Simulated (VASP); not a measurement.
Wanted: the native input for a VASP 6.6.1 run.

* Task: single point
* Functional: PBEsol
* Potentials or basis: VASP PAW PBE potentials, release 64 (Te, Sn_d)
* Cutoff: 750 eV
* k mesh: 8 × 8 × 8
* Occupations: gaussian, width 0.02 eV
* Spin: spin-orbit coupling, no magnetisation
* Further INCAR settings: ALGO = Normal; EDIFF = 1e-08; NBANDS = 36

The structure of SnTe lies in POSCAR:

```
SnTe
1.0
    0.0000000000      3.6111460000      3.6111460000
    3.6111460000      0.0000000000      3.6111460000
    3.6111460000      3.6111460000      0.0000000000
Te Sn
1 1
Direct
    0.2500000000      0.2500000000      0.2500000000
    0.0000000000      0.0000000000      0.0000000000
```

Measurements of this composition are mostly on another form, of space group No. 225.

These files were run (other wordings do the same):

INCAR

```
SYSTEM = SnTe
ALGO = Normal ; EDIFF = 1E-8
ENCUT = 750 ; GGA = PS
GGA_COMPAT = .False. ; ISIF = 2
ISMEAR = 0 ; LASPH = .True.
LCHARG = .False. ; LORBIT = 11
LREAL = .False. ; LSORBIT = .True.
LWAVE = .False. ; MAGMOM = 0 0 0 0 0 0
NBANDS = 36 ; NELM = 100
PREC = Accurate ; SIGMA = 0.02
```

KPOINTS

```
k-points
0
Gamma
  8 8 8
  0 0 0
```

Potentials or basis: VASP PAW PBE potentials, release 64 (Te, Sn_d).

Launch:

```bash
$ cat potpaw_PBE.64/Te/POTCAR potpaw_PBE.64/Sn_d/POTCAR > POTCAR
$ mpirun -np 1 vasp_ncl > vasp.out
```

It gave:

```
Pressure                                              : -1.4 GPa
Valence electrons inside the program's atomic spheres : Te 3.35; Sn 12.05
```

Caveat: the PAW data sets were made with another functional, which shifts forces and pressure a little.

It took 12 min on 1 thread of Intel(R) Xeon(R) Platinum 8259CL CPU @ 2.50GHz (Skylake/Cascade Lake), with other jobs on the host, peak memory 0.97 GiB.
